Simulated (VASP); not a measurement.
Ge:

```
Ge
1.0
     1.48805   -2.59469    0.00000
     1.48805    2.59469    0.00000
     0.00000    0.00000    4.72760
Ge
2
Cartesian
  1.4881 0.8643 1.1819
  1.4881 -0.8643 3.5457
```

This isn't the form of Ge at room conditions, which is diamond.

| Item | Value |
| --- | --- |
| Program | VASP 6.6.1 |
| Task | single point |
| Functional | PBEsol |
| Potentials or basis | VASP PAW PBE potentials, release 64 (Ge_d) |
| Cutoff | 520 eV |
| k mesh | 10 × 10 × 6 |
| Occupations | fermi-dirac, width 0.05 eV |
| Spin | no spin polarisation |

On this cell: pressure 0.5 GPa; largest force under 0.003 eV/Å; band gap on the k mesh none (metal or under the smearing width).

The same run follows on a disturbed copy (atoms moved at random, drawn with an rms of 0.05 Å):

```
CELL_PARAMETERS angstrom
1.48805 -2.59469 0.00000
1.48805 2.59469 0.00000
0.00000 0.00000 4.72760
ATOMIC_POSITIONS crystal
Ge 0.32710 0.67936 0.25322
Ge 0.67910 0.33589 0.74526
```

Q: What does the disturbed cell give?

A: The energy (extrapolated to zero smearing) moves by -0.0 meV/atom; pressure 0.5 GPa; largest force 0.024 eV/Å; band gap on the k mesh none (metal or under the smearing width).

Forces on the atoms (eV/Å):
```
Ge   0.000 -0.011 -0.021
Ge   0.000  0.011  0.021
```

Stress tensor (GPa, compression positive):
```
-0.20  0.02 -0.03
 0.02 -0.39  0.05
-0.03  0.05  2.24
```

Caveats: the PAW data sets were made with another functional, which shifts forces and pressure a little.
